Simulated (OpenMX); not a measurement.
AlN under changes of volume

One of the cells (10.626 Å³/atom); the others are scaled copies at fixed shape and fractional positions:

```
Al N
1.0
     0.00000    2.19846    2.19846
     2.19846    0.00000    2.19846
     2.19846    2.19846    0.00000
Al N
1 1
Direct
  0.00000 0.00000 0.00000
  0.25000 0.25000 0.25000
```

Measurements of this composition are mostly on another form, of space group No. 186.

| Quantity | Value |
| --- | --- |
| Program | OpenMX 3.8.5 |
| Functional | PBE |
| Potentials or basis | OpenMX 2013 PBE set, Al7.0-s2p2d1, N6.0-s2p2d1, fixed grid of 30 × 30 × 30 points |
| k mesh | 11 × 11 × 11 |
| Occupations | fermi-dirac, width 0.05 eV |
| Spin | no spin polarisation |

```csv
volume (Å³/atom),energy over the lowest point (meV/atom),gap on the mesh (eV)
9.792,45.85,3.43
10.001,24.88,3.41
10.209,?,?
10.626,0.00,3.38
10.834,2.40,3.37
11.042,9.33,3.36
```

Problem. What does the run at 10.209 Å³/atom give?

Solution. Energy over the lowest point 10.65 meV/atom; gap on the mesh 3.40 eV.

Worked out: A Birch-Murnaghan fit of order 3 (a polynomial in V^(-2/3)) to the other rows has its minimum at 10.63 Å³/atom with B0 = V·E''(V) = 196 GPa and B' = 3.9. It gives 10.71 meV/atom at 10.209 Å³/atom, against the run's 10.65. A straight line through the other rows of the gap, of slope -0.559 eV per unit of ln V, gives 3.40 eV, against the run's 3.40.

Energies are extrapolated to zero smearing.

Caveats: an odd mesh through Γ misses points on the zone boundary, where band edges often lie; the basis of atomic orbitals isn't converged, which shifts pressures, moduli and gaps.
